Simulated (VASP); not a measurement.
# AlRu (Pm-3m) in VASP: notebook

One crystal, AlRu, is run at these levels: r2SCAN, SCAN; tasks: band structure.

All numbers are computed with VASP 6.6.1; they aren't measurements. Logs are shortened: lines on timing, memory, paths and dates and some standing lists are left out, and cuts for length are marked.

## (1) The crystal as given

The structure is cubic, space group Pm-3m (No. 221). The conventional cell has a = 2.992 Å, b = 2.992 Å, c = 2.992 Å, α = 90.00°, β = 90.00°, γ = 90.00°. Around Ru (site symmetry m-3m) lie 8 Al at 2.59 Å. Al (site symmetry m-3m) is surrounded by 8 Ru at 2.59 Å.

## (2) Band structure, r2SCAN, spin-orbit coupling, no magnetisation

INCAR reads:

```
  ALGO = Normal
  EDIFF = 1E-7
  ENCUT = 520
  GGA_COMPAT = F
  ISIF = 2
  ISMEAR = -1
  LASPH = T
  LCHARG = F
  LMAXMIX = 4
  LMIXTAU = T
  LORBIT = 11
  LREAL = F
  LSORBIT = T
  LWAVE = F
  MAGMOM = 0 0 0 0 0 0
  METAGGA = R2SCAN
  NELM = 80
  PREC = Accurate
  SIGMA = 0.05
```

KPOINTS reads:

```
k-points
0
Gamma
  7 7 7
```

POSCAR reads:

```
AlRu
1.0
    2.9916000000      0.0000000000      0.0000000000
    0.0000000000      2.9916000000      0.0000000000
    0.0000000000      0.0000000000      2.9916000000
Ru Al
1 1
Direct
    0.5000000000      0.5000000000      0.5000000000
    0.0000000000      0.0000000000      0.0000000000
```

KPOINTS_OPT reads:

```
path GXMGRX,MR
15
line-mode
reciprocal
 0.0000000000  0.0000000000  0.0000000000  G
 0.0000000000  0.5000000000  0.0000000000  X

 0.0000000000  0.5000000000  0.0000000000  X
 0.5000000000  0.5000000000  0.0000000000  M

 0.5000000000  0.5000000000  0.0000000000  M
 0.0000000000  0.0000000000  0.0000000000  G

 0.0000000000  0.0000000000  0.0000000000  G
 0.5000000000  0.5000000000  0.5000000000  R

 0.5000000000  0.5000000000  0.5000000000  R
 0.0000000000  0.5000000000  0.0000000000  X

 0.5000000000  0.5000000000  0.0000000000  M
 0.5000000000  0.5000000000  0.5000000000  R
```

Potentials or basis: VASP PAW PBE potentials, release 64 (Ru_pv, Al).

Launch:

```console
cat potpaw_PBE.64/Ru_pv/POTCAR potpaw_PBE.64/Al/POTCAR > POTCAR
mpirun -np 1 vasp_ncl > vasp.out
```

OUTCAR:

```text
EDIFF = 1E-7
   ENCUT = 520
   ISIF = 2
   ISMEAR = -1
   LASPH = T
   LORBIT = 11
   LREAL = F
   LSORBIT = T
   METAGGA = R2SCAN
   NELM = 80
   PREC = Accurate

 ion  position               nearest neighbor table
   1  0.500  0.500  0.500-   2 2.59   2 2.59   2 2.59   2 2.59   2 2.59   2 2.59   2 2.59   2 2.59

   2  0.000  0.000  0.000-   1 2.59   1 2.59   1 2.59   1 2.59   1 2.59   1 2.59   1 2.59   1 2.59

  LATTYP: Found a simple cubic cell.
 ALAT       =     2.9916000000

  Lattice vectors:

 A1 = (   2.9916000000,   0.0000000000,   0.0000000000)
 A2 = (   0.0000000000,   2.9916000000,   0.0000000000)
 A3 = (   0.0000000000,   0.0000000000,   2.9916000000)

Analysis of symmetry for initial positions (statically):
=====================================================================
 Subroutine PRICEL returns:
 Original cell was already a primitive cell.

 Routine SETGRP: Setting up the symmetry group for a
 simple cubic supercell.

 Subroutine GETGRP returns: Found 48 space group operations
 (whereof 48 operations were pure point group operations)
 out of a pool of 48 trial point group operations.

The static configuration has the point symmetry O_h .

Analysis of symmetry for dynamics (positions and initial velocities):
=====================================================================
 Subroutine PRICEL returns:
 Original cell was already a primitive cell.

 Routine SETGRP: Setting up the symmetry group for a
 simple cubic supercell.

 Subroutine GETGRP returns: Found 48 space group operations
 (whereof 48 operations were pure point group operations)
 out of a pool of 48 trial point group operations.

The dynamic configuration has the point symmetry O_h .

Analysis of structural, dynamic, and magnetic symmetry:
=====================================================================
 Subroutine PRICEL returns:
 Original cell was already a primitive cell.

 Routine SETGRP: Setting up the symmetry group for a
 simple cubic supercell.

 Subroutine GETGRP returns: Found 48 space group operations
 (whereof 48 operations were pure point group operations)
 out of a pool of 48 trial point group operations.

The overall configuration has the point symmetry O_h .

[... 698 lines left out ...]
  Total       -0.3056280     -0.3056280     -0.3056280     -0.0000000      0.0000000     -0.0000000
  in kB      -18.2891355    -18.2891355    -18.2891355     -0.0000000      0.0000000     -0.0000000
  external PRESSURE =     -18.2891355 kB  Pullay stress =       0.0000000 kB

 VOLUME and BASIS-vectors are now :
 -----------------------------------------------------------------------------
  energy-cutoff  :      520.00
  volume of cell :       26.77
      direct lattice vectors                 reciprocal lattice vectors
     2.991600000  0.000000000  0.000000000     0.334269287  0.000000000  0.000000000
     0.000000000  2.991600000  0.000000000     0.000000000  0.334269287  0.000000000
     0.000000000  0.000000000  2.991600000     0.000000000  0.000000000  0.334269287

 POSITION                                       TOTAL-FORCE (eV/Angst)
 -----------------------------------------------------------------------------------
      1.49580      1.49580      1.49580         0.000000      0.000000      0.000000
      0.00000      0.00000      0.00000         0.000000      0.000000      0.000000
 -----------------------------------------------------------------------------------
    total drift:                                0.000000     -0.000000     -0.000000

  FREE ENERGIE OF THE ION-ELECTRON SYSTEM (eV)
  ---------------------------------------------------
  free  energy   TOTEN  =       -33.7586624141 eV

  energy  without entropy=      -33.7427515739  energy(sigma->0) =      -33.75070699

 Spin-Orbit-Coupling matrix elements

 Ion:    1  E_soc:     -0.2596754
 l=   1
     0.0000000    -0.0362618    -0.0362618
    -0.0362618     0.0000000    -0.0362618
    -0.0362618    -0.0362618     0.0000000
 l=   2
     0.0000000    -0.0018371     0.0000000    -0.0018371    -0.0051803
    -0.0018371     0.0000000    -0.0038852    -0.0018371    -0.0012951
     0.0000000    -0.0038852     0.0000000    -0.0038852     0.0000000
    -0.0018371    -0.0018371    -0.0038852     0.0000000    -0.0012951
    -0.0051803    -0.0012951     0.0000000    -0.0012951     0.0000000
 l=   3
     0.0000000     0.0000000     0.0000000     0.0000000     0.0000000     0.0000000     0.0000000
     0.0000000     0.0000000     0.0000000     0.0000000     0.0000000     0.0000000     0.0000000
     0.0000000     0.0000000     0.0000000     0.0000000     0.0000000     0.0000000     0.0000000
     0.0000000     0.0000000     0.0000000     0.0000000     0.0000000     0.0000000     0.0000000
     0.0000000     0.0000000     0.0000000     0.0000000     0.0000000     0.0000000     0.0000000
     0.0000000     0.0000000     0.0000000     0.0000000     0.0000000     0.0000000     0.0000000
     0.0000000     0.0000000     0.0000000     0.0000000     0.0000000     0.0000000     0.0000000

 Ion:    2  E_soc:     -0.0002097
 l=   1
     0.0000000    -0.0000349    -0.0000349
    -0.0000349     0.0000000    -0.0000349
    -0.0000349    -0.0000349     0.0000000
 l=   2
     0.0000000     0.0000000     0.0000000     0.0000000     0.0000000
     0.0000000     0.0000000     0.0000000     0.0000000     0.0000000
     0.0000000     0.0000000     0.0000000     0.0000000     0.0000000
     0.0000000     0.0000000     0.0000000     0.0000000     0.0000000
     0.0000000     0.0000000     0.0000000     0.0000000     0.0000000
 l=   3
     0.0000000     0.0000000     0.0000000     0.0000000     0.0000000     0.0000000     0.0000000
     0.0000000     0.0000000     0.0000000     0.0000000     0.0000000     0.0000000     0.0000000
     0.0000000     0.0000000     0.0000000     0.0000000     0.0000000     0.0000000     0.0000000
     0.0000000     0.0000000     0.0000000     0.0000000     0.0000000     0.0000000     0.0000000
     0.0000000     0.0000000     0.0000000     0.0000000     0.0000000     0.0000000     0.0000000
     0.0000000     0.0000000     0.0000000     0.0000000     0.0000000     0.0000000     0.0000000
     0.0000000     0.0000000     0.0000000     0.0000000     0.0000000     0.0000000     0.0000000

 total charge

# of ion       s       p       d       tot
------------------------------------------
    1        0.338   6.253   6.204  12.795
    2        0.389   0.429   0.000   0.818
--------------------------------------------------
tot          0.727   6.682   6.204  13.613

 magnetization (x)

# of ion       s       p       d       tot
------------------------------------------
    1        0.000   0.000  -0.000   0.000
    2        0.000   0.000   0.000   0.000
--------------------------------------------------
tot          0.000   0.000  -0.000   0.000

 magnetization (y)

# of ion       s       p       d       tot
------------------------------------------
    1        0.000   0.000  -0.000   0.000
    2        0.000  -0.000   0.000   0.000
--------------------------------------------------
tot          0.000  -0.000  -0.000   0.000

 magnetization (z)

# of ion       s       p       d       tot
------------------------------------------
    1        0.000   0.000   0.000   0.000
    2       -0.000  -0.000   0.000  -0.000
--------------------------------------------------
tot         -0.000  -0.000   0.000  -0.000
```

It took 4.5 min on 1 thread of Intel Xeon Platinum 8375C at 2.90GHz (Ice Lake), shared host; peak memory 0.23 GiB.

What came out:

```
Free energy                                           : -33.7587 eV
Pressure                                              : -1.8 GPa
Valence electrons inside the program's atomic spheres : Ru 12.79; Al 0.82
```

Caveat: the PAW data sets were made with another functional, which shifts forces and pressure a little.

## (3) Band structure, SCAN

INCAR reads:

```
PREC     = Accurate       # precision mode
ENCUT    = 520            # plane-wave cutoff, eV
EDIFF    = 1E-6           # SCF threshold, eV
ISMEAR   = -1             # smearing method
SIGMA    = 0.05           # smearing width, eV
LREAL    = False          # projectors in reciprocal space
LASPH    = True           # aspherical terms in the spheres
NELM     = 100            # most SCF steps
ALGO     = Normal         # electronic algorithm
ISIF     = 2              # what is computed and relaxed
LWAVE    = False          # write WAVECAR
LCHARG   = False          # write CHGCAR
LMAXMIX  = 4              # l up to which the mixer works
METAGGA  = SCAN           # meta-GGA
LMIXTAU  = True
```

KPOINTS reads:

```
Automatic mesh
0
Gamma
  9 9 9
```

POSCAR is that of step 2.

KPOINTS_OPT is that of step 2.

Potentials or basis: VASP PAW PBE potentials, release 64 (Ru_pv, Al).

Launch:

```console
cat potpaw_PBE.64/Ru_pv/POTCAR potpaw_PBE.64/Al/POTCAR > POTCAR
mpirun -np 1 vasp_std > vasp.out
```

OUTCAR:

```text
PREC = Accurate
   ENCUT = 520
   EDIFF = 1E-6
   ISMEAR = -1
   LREAL = False
   LASPH = True
   NELM = 100
   ISIF = 2
   METAGGA = SCAN

 ion  position               nearest neighbor table
   1  0.500  0.500  0.500-   2 2.59   2 2.59   2 2.59   2 2.59   2 2.59   2 2.59   2 2.59   2 2.59

   2  0.000  0.000  0.000-   1 2.59   1 2.59   1 2.59   1 2.59   1 2.59   1 2.59   1 2.59   1 2.59

  LATTYP: Found a simple cubic cell.
 ALAT       =     2.9916000000

  Lattice vectors:

 A1 = (   2.9916000000,   0.0000000000,   0.0000000000)
 A2 = (   0.0000000000,   2.9916000000,   0.0000000000)
 A3 = (   0.0000000000,   0.0000000000,   2.9916000000)

Analysis of symmetry for initial positions (statically):
=====================================================================
 Subroutine PRICEL returns:
 Original cell was already a primitive cell.

 Routine SETGRP: Setting up the symmetry group for a
 simple cubic supercell.

 Subroutine GETGRP returns: Found 48 space group operations
 (whereof 48 operations were pure point group operations)
 out of a pool of 48 trial point group operations.

The static configuration has the point symmetry O_h .

[... 165 lines left out ...]
 fundamental gap:      0.0720456920
 Fermi energy:        10.3332717123

 k-point     1 :       0.0000    0.0000    0.0000
  band No.  band energies     occupation
      1     -32.7170      2.00000
      2     -32.7169      2.00000
      3     -32.7163      2.00000
      4       0.2447      2.00000
      5       6.7391      2.00000
      6       6.7417      2.00000
      7      10.5837      0.01327
      8      10.5838      0.01326
      9      10.5854      0.01283
     10      16.8916      0.00000
     11      16.8919      0.00000
     12      16.8919      0.00000
[... 331 lines left out ...]
 k-point    24 :       0.4444    0.3333    0.1111
  band No.  band energies     occupation
      1     -32.9182      2.00000
      2     -32.8631      2.00000
      3     -32.7075      2.00000
      4       4.3617      2.00000
      5       6.4379      2.00000
      6       7.7642      2.00000
      7       8.4614      2.00000
      8       9.6610      2.00000
      9      10.0914      1.98428
     10      12.9115      0.00000
     11      16.8889      0.00000
     12      18.1305      0.00000

 [... further k-points ...]
[... 5 lines left out ...]
  --------------------------------------------------------------------------------------
  -------------------------------------------------------------------------------------
  Total       -0.9304291     -0.9304291     -0.9304291     -0.0000000     -0.0000000      0.0000000
  in kB      -55.6779576    -55.6779576    -55.6779576     -0.0000000     -0.0000000      0.0000000
  external PRESSURE =     -55.6779576 kB  Pullay stress =       0.0000000 kB

 VOLUME and BASIS-vectors are now :
 -----------------------------------------------------------------------------
  energy-cutoff  :      520.00
  volume of cell :       26.77
      direct lattice vectors                 reciprocal lattice vectors
     2.991600000  0.000000000  0.000000000     0.334269287  0.000000000  0.000000000
     0.000000000  2.991600000  0.000000000     0.000000000  0.334269287  0.000000000
     0.000000000  0.000000000  2.991600000     0.000000000  0.000000000  0.334269287

 POSITION                                       TOTAL-FORCE (eV/Angst)
 -----------------------------------------------------------------------------------
      1.49580      1.49580      1.49580         0.000000      0.000000      0.000000
      0.00000      0.00000      0.00000         0.000000      0.000000      0.000000
 -----------------------------------------------------------------------------------
    total drift:                                0.000000     -0.000000     -0.000000

  FREE ENERGIE OF THE ION-ELECTRON SYSTEM (eV)
  ---------------------------------------------------
  free  energy   TOTEN  =       -44.2523810127 eV

  energy  without entropy=      -44.2365746908  energy(sigma->0) =      -44.24447785
```

OSZICAR:

```text
N       E                     dE             d eps       ncg     rms          rms(c)
DAV:   1     0.848015620087E+02    0.84802E+02   -0.98851E+03   856   0.136E+03
DAV:   2    -0.465131022291E+02   -0.13131E+03   -0.12567E+03   880   0.361E+02
[... 34 lines left out ...]
DAV:   6    -0.411982367877E+04   -0.11206E-02     1176
DAV:   7    -0.411982368617E+04   -0.74000E-05      900
DAV:   8    -0.411982368631E+04   -0.13365E-06      516
       N       E                     dE             ncg
DAV:   1     0.120030649617E+05   -0.14760E+05      496
DAV:   2     0.959481234833E+04   -0.24083E+04      504
DAV:   3     0.955436790163E+04   -0.40444E+02      556
DAV:   4     0.955386806735E+04   -0.49983E+00      612
DAV:   5     0.955385946092E+04   -0.86064E-02      544
DAV:   6     0.955385888578E+04   -0.57513E-03      676
DAV:   7     0.955385888041E+04   -0.53703E-05      472
DAV:   8     0.955385888026E+04   -0.14665E-06      316
```

It took 83 s on 1 thread of Intel Xeon Platinum 8375C at 2.90GHz (Ice Lake), shared host; peak memory 0.15 GiB.

Results:

```yaml
Free_energy: -44.2524 eV
Pressure: -5.6 GPa
Band_gap_along_the_path: none (metal or under the smearing width)
```

Levels at the corners of the path, in eV from the Fermi level:
```tsv
point	band 5	band 6	band 7	band 8	band 9	band 10	band 11	band 12
Γ	-3.59	-3.59	0.25	0.25	0.25	6.56	6.56	6.56
X	-5.55	-2.73	-1.62	-1.62	0.52	2.64	7.96	11.62
X	-5.55	-2.73	-1.62	-1.62	0.52	2.64	7.96	11.62
M	-3.11	-1.36	-1.36	-1.18	-1.18	1.89	5.65	6.92
M	-3.11	-1.36	-1.36	-1.18	-1.18	1.89	5.65	6.92
Γ	-3.59	-3.59	0.25	0.25	0.25	6.56	6.56	6.56
Γ	-3.59	-3.59	0.25	0.25	0.25	6.56	6.56	6.56
R	-4.81	-4.80	1.99	1.99	3.27	4.29	4.29	4.29
R	-4.81	-4.80	1.99	1.99	3.27	4.29	4.29	4.29
X	-5.55	-2.73	-1.62	-1.62	0.52	2.64	7.96	11.62
M	-3.11	-1.36	-1.36	-1.18	-1.18	1.89	5.65	6.92
R	-4.81	-4.80	1.99	1.99	3.27	4.29	4.29	4.29
```

Caveat: the PAW data sets were made with another functional, which shifts forces and pressure a little.
